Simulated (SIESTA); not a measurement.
MnO:

```
Mn O
1.0
     0.00000    2.22391    2.22391
     2.22391    0.00000    2.22391
     2.22391    2.22391    0.00000
Mn O
1 1
Cartesian
  0.0000 0.0000 0.0000
  2.2239 2.2239 2.2239
```

The cell is a database's computed one.

| Property | Result |
| --- | --- |
| Program | SIESTA 5.4.2 |
| Task | single point |
| Functional | PBE |
| Potentials or basis | PseudoDojo 0.4 standard (PBE files) |
| Basis | DZP (energy shift 0.002 Ry) |
| Grid cutoff | 800 Ry |
| Energy shift | 0.002 Ry |
| k mesh | 10 × 10 × 10 |
| Occupations | fermi-dirac, width 0.05 eV |
| Spin | collinear spin, ferromagnetic start |
| Starting moments | [4.0, 0.0] μB |

On this cell: pressure 1.6 GPa; largest force zero by symmetry; net moment 4.82 μB per cell; site moments Mn +4.66; O +0.16 μB; band gap on the k mesh none (metal or under the smearing width).

The same run follows on a disturbed copy (atoms moved at random, drawn with an rms of 0.05 Å):

```
Mn O
1.0
     0.00000    2.22391    2.22391
     2.22391    0.00000    2.22391
     2.22391    2.22391    0.00000
Mn O
1 1
Cartesian
  0.0214 0.0100 -0.0449
  2.2306 2.2150 2.2615
```

Question: What does the disturbed cell give?

Answer: The energy (extrapolated to zero smearing) moves by +7.4 meV/atom; pressure 2.3 GPa; largest force 0.347 eV/Å; net moment 4.83 μB per cell; site moments Mn +4.67; O +0.17 μB; band gap on the k mesh none (metal or under the smearing width).

Forces in eV/Å, atoms in the order of the input:
```
Mn  -0.054 -0.071  0.335
O    0.055  0.070 -0.336
```

Stress tensor (GPa, compression positive):
```
 1.85 -0.01  0.07
-0.01  1.87  0.08
 0.07  0.08  3.15
```

Caveats: semicore shells carry a single zeta, which can move pressures by several GPa and volumes by a few percent; the basis of atomic orbitals isn't converged, which shifts pressures, moduli and gaps; a cell with one magnetic atom can't hold antiferromagnetic order, which such compounds often take; semilocal functionals often make such compounds metallic where correlation or magnetic order opens a gap, which also shifts bond lengths.
